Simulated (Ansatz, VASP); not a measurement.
**Cross-check of CdS (Greenockite) between VASP and Ansatz**

Aim: how closely do two programs agree when they are given the same cell, functional and k mesh? The cell is taken from a series of VASP runs on this material, whose earlier steps may have relaxed, scaled or displaced it; both programs get it as it stands.

Calculated with Ansatz 0.2.0; plane waves, with VASP 6.6.1 beside it; relaxation of cell and atoms at LDA and relaxation of cell and atoms at HSE06.

## Step 1: The structure

The structure is hexagonal, space group P6_3mc (No. 186). The conventional cell has a = 4.083 Å, b = 4.083 Å, c = 6.656 Å, α = 90.00°, β = 90.00°, γ = 120.00°. Nearest to Cd lie 4 S at 2.50 Å. S has 4 Cd at 2.50 Å nearest. Farther neighbours and most contacts between anions are not listed.

## Step 2: VASP: relaxation of cell and atoms, LDA

The relaxed volume is the usual yardstick between codes: its relative difference is about their pressure difference at one cell divided by the bulk modulus.

Lines of VASP's logs that name or quote its potential files are left out, and so is its time.

File INCAR:

```
SYSTEM = CdS
PREC = Accurate
ENCUT = 450
EDIFF = 1E-06
NELM = 100
ISMEAR = 0
SIGMA = 0.03
LREAL = .FALSE.
ALGO = Normal
GGA = CA
NBANDS = 24
LORBIT = 11
LWAVE = .FALSE.
LCHARG = .FALSE.
KPAR = 4
IBRION = 2
NSW = 50
ISIF = 3
EDIFFG = -0.006
```

File POSCAR:

```
CdS
1.0
    4.0832699397      0.0000000000      0.0000000000
   -2.0416349699      3.5362154983      0.0000000000
    0.0000000000      0.0000000000      6.6559627163
Cd S
2 2
Direct
    0.6666666667      0.3333333333      0.4995747362
    0.3333333333      0.6666666667      0.9995747362
    0.6666666667      0.3333333333      0.8754252638
    0.3333333333      0.6666666667      0.3754252638
```

File KPOINTS:

```
Automatic mesh
0
Gamma
6 6 4
0 0 0
```

Potentials, in the order of the species: Cd and S (LDA family, release 64).

The run is started by

```bash
mpirun -np 4 vasp_std
```

Numbers of over 12 decimals in the logs are rounded to 6 here.

The program printed:

```text
[banner, memory and clock lines left out]
running    4 mpi-ranks, on    1 nodes
 distrk:  each k-point on    1 cores,    4 groups
 distr:  one band on    1 cores,    1 groups

 POSCAR found type information on POSCAR CdS
 POSCAR found :  2 types and       4 ions
 LDA part: xc-table for (Slater(with rela. corr.)+CA(PZ))
 , standard interpolation
 POSCAR, INCAR and KPOINTS ok, starting setup
 FFT: planning ... GRIDC
 FFT: planning ... GRID_SOFT
 FFT: planning ... GRID
 WAVECAR not read
 entering main loop
       N       E                     dE             d eps       ncg     rms          rms(c)
DAV:   1     0.234158713659E+03    0.23416E+03   -0.16365E+04  1008   0.123E+03
DAV:   2    -0.370158381720E+01   -0.23786E+03   -0.23057E+03  1152   0.332E+02
DAV:   3    -0.157288425488E+02   -0.12027E+02   -0.11959E+02  1240   0.753E+01
DAV:   4    -0.158417685311E+02   -0.11293E+00   -0.11289E+00  1152   0.724E+00
DAV:   5    -0.158436293749E+02   -0.18608E-02   -0.18607E-02  1272   0.898E-01    0.123E+01
DAV:   6    -0.148630439025E+02    0.98059E+00   -0.20600E+00  1344   0.160E+01    0.939E+00
DAV:   7    -0.148306013702E+02    0.32443E-01   -0.76350E-01  1152   0.498E+00    0.364E+00
DAV:   8    -0.148164079815E+02    0.14193E-01   -0.12842E-01  1208   0.362E+00    0.561E-01
DAV:   9    -0.148147072884E+02    0.17007E-02   -0.20139E-02  1240   0.187E+00    0.157E-01
DAV:  10    -0.148144361110E+02    0.27118E-03   -0.12130E-03  1272   0.407E-01    0.782E-02
DAV:  11    -0.148144476937E+02   -0.11583E-04   -0.11522E-04  1200   0.687E-02    0.921E-02
DAV:  12    -0.148144713199E+02   -0.23626E-04   -0.69479E-05  1136   0.408E-02    0.148E-01
DAV:  13    -0.148145609665E+02   -0.89647E-04   -0.11729E-04  1120   0.606E-02    0.299E-01
DAV:  14    -0.148147202585E+02   -0.15929E-03   -0.12042E-04  1064   0.486E-02    0.420E-01
DAV:  15    -0.148147395211E+02   -0.19263E-04   -0.56129E-06  1264   0.148E-02    0.437E-01
DAV:  16    -0.148146515739E+02    0.87947E-04   -0.25519E-05  1048   0.218E-02    0.371E-01
DAV:  17    -0.148145115578E+02    0.14002E-03   -0.14107E-04  1040   0.506E-02    0.213E-01
DAV:  18    -0.148144703937E+02    0.41164E-04   -0.50894E-05  1160   0.316E-02    0.109E-01
DAV:  19    -0.148144595312E+02    0.10862E-04   -0.13281E-05  1040   0.162E-02    0.498E-02
DAV:  20    -0.148144574058E+02    0.21254E-05   -0.36804E-06  1184   0.847E-03    0.230E-02
DAV:  21    -0.148144571557E+02    0.25010E-06   -0.76928E-07   552   0.442E-03
   1 F= -.14814457E+02 E0= -.14814457E+02  d E =-.148145E+02
 curvature:   0.00 expect dE= 0.000E+00 dE for cont linesearch  0.000E+00
 trial: gam= 0.00000 g(F)=  0.311E-05 g(S)=  0.905E-04 ort = 0.000E+00 (trialstep = 0.100E+01)
 search vector abs. value=  0.936E-04
 bond charge predicted
       N       E                     dE             d eps       ncg     rms          rms(c)
DAV:   1    -0.148156221834E+02   -0.11648E-02   -0.24720E-02  1072   0.168E+00    0.255E-01
DAV:   2    -0.148145980100E+02    0.10242E-02   -0.28749E-03  1120   0.684E-01    0.917E-02
DAV:   3    -0.148145069959E+02    0.91014E-04   -0.27333E-04  1152   0.143E-01    0.793E-02
DAV:   4    -0.148144936138E+02    0.13382E-04   -0.16578E-05  1008   0.335E-02    0.170E-02
DAV:   5    -0.148144907129E+02    0.29009E-05   -0.90920E-06  1024   0.370E-02    0.524E-03
DAV:   6    -0.148144907659E+02   -0.52988E-07   -0.84636E-07   544   0.862E-03
   2 F= -.14814491E+02 E0= -.14814491E+02  d E =-.336102E-04
 trial-energy change:   -0.000034  1 .order   -0.000031   -0.000094    0.000031
 step:   0.7509(harm=  0.7509)  dis= 0.00015  next Energy=   -14.814492 (dE=-0.351E-04)
 reached required accuracy - stopping structural energy minimisation
```

From OUTCAR (step 2):

```text
ion  position               nearest neighbor table
   1  0.667  0.333  0.500-   4 2.50   4 2.50   4 2.50   3 2.50
   2  0.333  0.667  1.000-   3 2.50   3 2.50   3 2.50   4 2.50
   3  0.667  0.333  0.875-   2 2.50   2 2.50   2 2.50   1 2.50
   4  0.333  0.667  0.375-   1 2.50   1 2.50   1 2.50   2 2.50

  LATTYP: Found a hexagonal cell.
 ALAT       =     4.0832699397
 C/A-ratio  =     1.6300569922

 Subroutine GETGRP returns: Found 12 space group operations
 (whereof  6 operations were pure point group operations)

The static configuration has the point symmetry C_3v.
 The point group associated with its full space group is C_6v.

 Found     21 irreducible k-points:

   k-points           NKPTS =     21   k-points in BZ     NKDIM =     21   number of bands    NBANDS=     24

   dimension x,y,z NGX =    28 NGY =   28 NGZ =   48
   dimension x,y,z NGXF=    56 NGYF=   56 NGZF=   96

   ENCUT  =  450.0 eV  33.07 Ry    5.75 a.u.   7.06  7.06 11.51*2*pi/ulx,y,z

   NELECT =      36.0000    total number of electrons

 k-points in reciprocal lattice and weights: Automatic mesh
   0.00000000  0.00000000  0.00000000       0.007
   0.16666667 -0.00000000  0.00000000       0.042
   0.33333333 -0.00000000  0.00000000       0.042
   0.50000000 -0.00000000  0.00000000       0.021
   0.16666667  0.16666667  0.00000000       0.042
   0.33333333  0.16666667  0.00000000       0.083
   0.33333333  0.33333333  0.00000000       0.014
   0.00000000  0.00000000  0.25000000       0.014
   0.16666667 -0.00000000  0.25000000       0.083
[...]
0.33333333  0.16666667  0.50000000       0.083
   0.33333333  0.33333333  0.50000000       0.014

 average (electrostatic) potential at core
       1 -39.8915       2 -39.8915       3 -89.6121       4 -89.6121

 E-fermi :   1.5702

 k-point     1 :       0.0000    0.0000    0.0000
  band No.  band energies     occupation
    ...
     14       0.6039      2.00000
     15       0.6039      2.00000
     16       1.3705      2.00000
     17       1.4319      2.00000
     18       1.4319      2.00000
     19       2.4730      0.00000
     20       4.0585      0.00000
     21       7.7198      0.00000
     22       7.7198      0.00000
     23       8.0017      0.00000
    ...

 k-point     2 :       0.1667   -0.0000    0.0000
  band No.  band energies     occupation
    ...
     14      -0.4586      2.00000
     15       0.1386      2.00000
     16       0.2549      2.00000
     17       1.1492      2.00000
     18       1.2241      2.00000
     19       3.6776      0.00000
     20       4.9772      0.00000
     21       6.9745      0.00000
     22       8.0630      0.00000
     23       8.1077      0.00000
    ...

 k-point     3 :       0.3333   -0.0000    0.0000
  band No.  band energies     occupation
    ...
     14      -1.7825      2.00000
     15      -1.2972      2.00000
     16      -0.3460      2.00000
     17       0.5099      2.00000
     18       0.8078      2.00000
     19       4.7587      0.00000
     20       5.2487      0.00000
     21       6.6040      0.00000
     22       7.4969      0.00000
     23       8.3602      0.00000
    ...

  Total        0.0207107      0.0207107      0.0117030     -0.0000000      0.0000000      0.0000000
  in kB        0.3458857      0.3458857      0.1954496     -0.0000000      0.0000000      0.0000000
  external PRESSURE =       0.2957404 kB  Pullay stress =       0.0000000 kB

  energy-cutoff  :      450.00
  volume of cell :       95.93
      direct lattice vectors                 reciprocal lattice vectors
     4.080773300  0.000000000  0.000000000     0.245051594  0.141480603  0.000000000
    -2.040386650  3.534053345  0.000000000    -0.000000000  0.282961207  0.000000000
     0.000000000  0.000000000  6.652063448     0.000000000  0.000000000  0.150329294

 POSITION                                       TOTAL-FORCE (eV/Angst)
 -----------------------------------------------------------------------------------
      2.04039      1.17802      3.32301        -0.000000      0.000000     -0.001481
     -0.00000      2.35604      6.64904         0.000000     -0.000000     -0.001481
      2.04039      1.17802      5.82358         0.000000     -0.000000      0.001481
     -0.00000      2.35604      2.49755        -0.000000      0.000000      0.001481
 -----------------------------------------------------------------------------------
    total drift:                               -0.000000      0.000000      0.000102

  FREE ENERGIE OF THE ION-ELECTRON SYSTEM (eV)
  ---------------------------------------------------
  free  energy   TOTEN  =       -14.8144907659 eV

  energy  without entropy=      -14.8144907659  energy(sigma->0) =      -14.81449077

 reached required accuracy - stopping structural energy minimisation

 total charge
# of ion       s       p       d       tot
------------------------------------------
    1        0.447   0.354   9.554  10.355
    2        0.447   0.354   9.554  10.355
    3        1.322   2.393   0.000   3.714
    4        1.322   2.393   0.000   3.714
--------------------------------------------------
tot          3.537   5.494  19.109  28.140

[... 3 further parts left out ...]
```

## Step 3: Ansatz: relaxation of cell and atoms, LDA

Ansatz runs on its default PAW (the set named soft_2) files.

The same cell, functional (in two slightly different forms), mesh and smearing now go to Ansatz, which takes its cutoff from its data sets.

File input.yaml:

```yaml
crystal:
  lattice:
    - [4.0832699397, 0.0, 0.0]
    - [-2.0416349699, 3.5362154983, 0.0]
    - [0.0, 0.0, 6.6559627163]
  atoms:
    - { symbol: Cd, position: [0.6666666667, 0.3333333333, 0.4995747362] }
    - { symbol: Cd, position: [0.3333333333, 0.6666666667, 0.9995747362] }
    - { symbol: S, position: [0.6666666667, 0.3333333333, 0.8754252638] }
    - { symbol: S, position: [0.3333333333, 0.6666666667, 0.3754252638] }
hamiltonian:
  xc: lda
  pseudopotentials: { kind: paw }
kpoints:
  mp_grid: { grid: [6, 6, 4] }
scf:
  occupations: { method: gaussian, width: 0.03 }
relax:
  f_tol: 0.01
  max_steps: 60
  cell: { stress_tol: 0.05 }
output:
  forces: true
  stress: true
```

The run is started by

```bash
ansatz run input.yaml --threads 4 --pin off --max-ram 9216MiB --backend cpu --events-out ev --progress --plain --runs-dir out
```

The program printed:

```text
Engine: ansatz 0.2.0, aarch64-unknown-linux-gnu
Pseudopotentials: kind: paw
Pseudopotential: Cd, paw, valence charge 20, recommended cutoff 420 eV (normal), Cd.paw.azcp
Pseudopotential: S, paw, valence charge 6, recommended cutoff 420 eV (normal), S.paw.azcp
Functional definition: SPW92
  exchange = slater_x
  correlation = pw_c
Crystal: 4 atoms, lattice volume = 96.108 Å³
Basis set: ecut = 420 eV, 1847 PW (Γ)
Bands: 32, of which v1, the nominal top of the filled ones, is band 26 counted from 1 (25 counted from 0)
Symmetry: 12 space group operations
Space group: P63mc (ITA 186), of the structure as read, at distance tolerance 4.6e-5 Å
k-points: 21 of 144 (time reversal used)
Non-local potential: Cd, projectors of the file, l = 0: 3, l = 1: 2, l = 2: 2, l = 3: 1
Non-local potential: S, projectors of the file, l = 0: 2, l = 1: 2, l = 2: 2
PAW form: soft (Blöchl's): semilocal exchange-correlation on the pseudo side does not see the compensation charge
PAW frozen core: Cd, regenerated for the run's functional, and the local potential with it (the file was generated under x = pbe(κ = 0.804, μ = 0.219515), c = pbe(β = 0.066725))
PAW frozen core: S, regenerated for the run's functional, and the local potential with it (the file was generated under x = pbe(κ = 0.804, μ = 0.219515), c = pbe(β = 0.066725))
PAW one-centre angular grid: Cd, 590 points (default); XC on 64 Gauss nodes
PAW one-centre angular grid: S, 110 points (default); XC on 64 Gauss nodes
Initial density: superposition of atomic densities (neutral atoms: chi_scale 0, normalization atom), corrected by the library's trained network
Initial wavefunctions: pseudopotential atomic-orbital guess
Functional: x = slater, c = lda
SCF iter   1: F=—  HF=-17977.310221 eV  |F-HF|=—  |Δ(HF+E_count)|=         —  Δρ=8.31e-3  dr2=6.27e-2  ethr=1.77e-3  ⟨swp⟩=6.2  Hψ=2734  notcnv=0
preconditioner: auto → Resta (q_TF=auto, 2.463 Å⁻¹)  ε∞=4.9  [insulator: Δε(μ)=0.916 eV  Ē_g=11.576 eV  σ=0.030 eV  W_gap=1.00  n_scr=22 (ndim 8)  ℏωp=22.7 eV  f_vac=0.118  D(μ)=0.00/eV (n_scr^D=0)  ε∞_Penn≈4.9]
SCF iter   2: F=—  HF=-17977.293488 eV  |F-HF|=—  |Δ(HF+E_count)|=   1.67e-2  Δρ=3.44e-3  dr2=1.18e-2  ethr=1.21e-4  ⟨swp⟩=3.0  Hψ=1403  notcnv=0  defer=35
SCF iter   3: F=—  HF=-17977.290010 eV  |F-HF|=—  |Δ(HF+E_count)|=   3.48e-3  Δρ=9.49e-4  dr2=7.61e-4  ethr=2.28e-5  ⟨swp⟩=2.0  Hψ=755  notcnv=0  defer=35
SCF iter   4: F=—  HF=-17977.289876 eV  |F-HF|=—  |Δ(HF+E_count)|=   1.35e-4  Δρ=2.56e-4  dr2=8.16e-5  ethr=1.46e-6  ⟨swp⟩=2.0  Hψ=1015  notcnv=0  defer=35
SCF iter   5: F=—  HF=-17977.289890 eV  |F-HF|=—  |Δ(HF+E_count)|=   1.40e-5  Δρ=7.15e-5  dr2=6.21e-6  ethr=1.57e-7  ⟨swp⟩=2.9  Hψ=1124  notcnv=0  defer=35
SCF iter   6: F=—  HF=-17977.289893 eV  |F-HF|=—  |Δ(HF+E_count)|=   3.26e-6  Δρ=1.26e-5  dr2=2.15e-7  ethr=1.19e-8  ⟨swp⟩=2.2  Hψ=796  notcnv=0  defer=35
SCF iter   7: F=-17977.289893 eV  HF=-17977.289893 eV  |F-HF|=2.98e-9  |Δ(HF+E_count)|=   1.45e-7  Δρ=2.96e-6  dr2=9.05e-9  ethr=1.92e-10  ⟨swp⟩=4.0  Hψ=2224  notcnv=0
SCF 1 converged in 7 iterations: F = -17977.289893 eV  dr2 = 9.05e-9
  greatest PAW one-centre occupation: 1.000 electrons in one spin orbital (limit 2), on the Cd atom at site 1 (counted from 0), in its partial waves of l = 0
relax step   1: F+E_penalty+E_count = -17977.28989301 eV  Δ(F+E_penalty+E_count) = +0.000e0 eV  max|allowed force component| = 5.047e-3 eV/Å  Δτ_max = 0.0000 Å  P = -0.489 GPa  Ω = 96.108 Å³  (7 SCF iters, dr2 threshold 1.00e-7 eV, accepted)
[...]
relax step   2: F+E_penalty+E_count = -17977.29105516 eV  Δ(F+E_penalty+E_count) = -1.162e-3 eV  max|allowed force component| = 2.513e-3 eV/Å  Δτ_max = 0.0006 Å  P = +0.002 GPa  Ω = 95.402 Å³  energy of the carried Pulay correction = +7.470e-5 eV  (4 SCF iters, dr2 threshold 4.00e-7 eV, accepted)
[...]
relax step   3: F+E_penalty+E_count = -17977.29097995 eV  Δ(F+E_penalty+E_count) = +7.522e-5 eV  max|allowed force component| = 2.506e-3 eV/Å  Δτ_max = 0.0000 Å  P = +0.003 GPa  Ω = 95.402 Å³  stress off target by 1.12e-2 GPa  SCF on the basis re-selected at this cell (its energy is not comparable with the rows above)  (5 SCF iters)
basis re-selected at this cell: Δ(F+E_penalty+E_count) = +7.522e-5 eV, ΔP = +0.000 GPa vs the last step (what re-selecting the basis moved, of the pressure what is left beyond the Pulay correction that the steps carried, after the strain that the cell walked since its last selection, with what the two solves' SCF thresholds leave and, on support functions, any second-order correction that the steps lacked; it is no m [...]
SCF converged after 5 iterations
Free energy (F): -17977.290980 eV
Harris-Foulkes:  -17977.290980 eV  (|F-HF|=1.09e-11)
Internal energy: -17977.290980 eV  (E = F + TS)
E sigma→0 (E₀):  -17977.290980 eV
Fermi energy:    7.714940 eV
--- Per-component energies (eV) ---
  E_band       = -1003.640717
  E_kinetic    = 1225.811405
  E_local      = -7927.987728  (includes V_loc(G=0)·N_el)
  E_nonlocal   = 140.821166
  E_hartree    = 3635.017211
  E_xc         = -543.910091
  E_vxc        = -618.743162  (∫ρ·V_xc dr)
  E_paw        = -9032.465997  (= ΣΔE_a)
  E_vpaw       = -1093.576838  (= ΣTr[D̂ρ^β])
  E_aug_tail   = 0.000026  (compensation charges beyond the density's cutoff)
  E_ewald      = -5476.416505
  E_core_change = 1.839533  (= ΣΔE_core)
  E_smearing   = -0.000000  (= −TS)
  E_closure    = -0.000000  (closes the sum)
  Σ components = -17977.290980   (vs F -17977.290980, Δ=0.00e0)
--- Forces (eV/Å), atoms counted from 1 ---
  atom   1  Cd     0.00000000    -0.00000000    -0.00250627
  atom   2  Cd    -0.00000000     0.00000000    -0.00250627
  atom   3  S     -0.00000000    -0.00000000     0.00250593
  atom   4  S      0.00000000     0.00000000     0.00250593
  max |Σ_I F_I| component: 6.86e-7 eV/Å
--- Stress (GPa, compression-positive) ---
       -0.001858      -0.000000      -0.000000
       -0.000000      -0.001858      -0.000000
       -0.000000      -0.000000       0.011220
  P = ⅓ Tr σ = 0.0025 GPa (0.025 kbar)
--- Relaxed structure (2 steps of the walk, 2 accepted, 1 SCFs on fresh bases) ---
  F+E_penalty+E_count = -17977.29097995 eV   max|allowed force component| = 2.506e-3 eV/Å   (the final SCF, on the basis selected at the relaxed cell)
  cell:  # Å, volume = 95.4021 Å³
    - [4.073939, 2.8801587123964442e-11, 2.225456509809655e-18]
    - [-2.036969, 3.528134, -1.1027116730888435e-18]
    - [3.627620944675053e-18, 0, 6.637404]
  atoms:
    - { symbol: Cd, position: [0.666667, 0.333333, 0.499489] }
    - { symbol: Cd, position: [0.333333, 0.666667, 0.999489] }
    - { symbol: S, position: [0.666667, 0.333333, 0.875511] }
    - { symbol: S, position: [0.333333, 0.666667, 0.375511] }
```

Wall time 3.6 s (4 threads of Arm Neoverse V2, shared host); peak memory 0.36 GiB; 12 s of CPU time.

## Step 4: Side by side

Known differences besides the potentials themselves: the two LDA forms differ slightly; both relaxations stop at a tolerance, which leaves soft axes loose, and VASP keeps its plane-wave basis; the data sets hold 52 valence electrons in Ansatz (default PAW (the set named soft_2) files) and 36 in VASP; the cutoff is 420 eV in Ansatz and 450 eV in VASP; VASP's log shows a relativistic correction to its local exchange, Ansatz's none; Ansatz adds a Pulay correction to the stress that steers its cell, VASP none. Total energies have different zeros and are not compared.

Both answers:

| quantity | Ansatz | VASP | difference |
| --- | --- | --- | --- |
| volume (Å³) | 95.40 | 95.93 | -0.55 % |
| edge a after relaxation, in the typed setting (Å) | 4.074 | 4.081 | -0.17 % |
| edge c after relaxation, in the typed setting (Å) | 6.637 | 6.652 | -0.22 % |

The walks stopped with 0.00 GPa left in Ansatz and 0.03 GPa in VASP; each walk ends within a tolerance, so the volume difference is uncertain by about these residues over the bulk modulus, most in soft cells.

(Continued in part 2 of 2.)

[Lines on the potential files, build, host, timing and source positions are cut from VASP's logs without a mark.]

[Logs are printed without paths, hosts, clocks, repeated set-up lines and the standing remarks that a program may print on its own settings, such as how far it seeks lower states.]

[Hosts, paths, dates, database ids (printed as entryN), source tags and the programs' standing remarks are cut or masked in the printed files.]
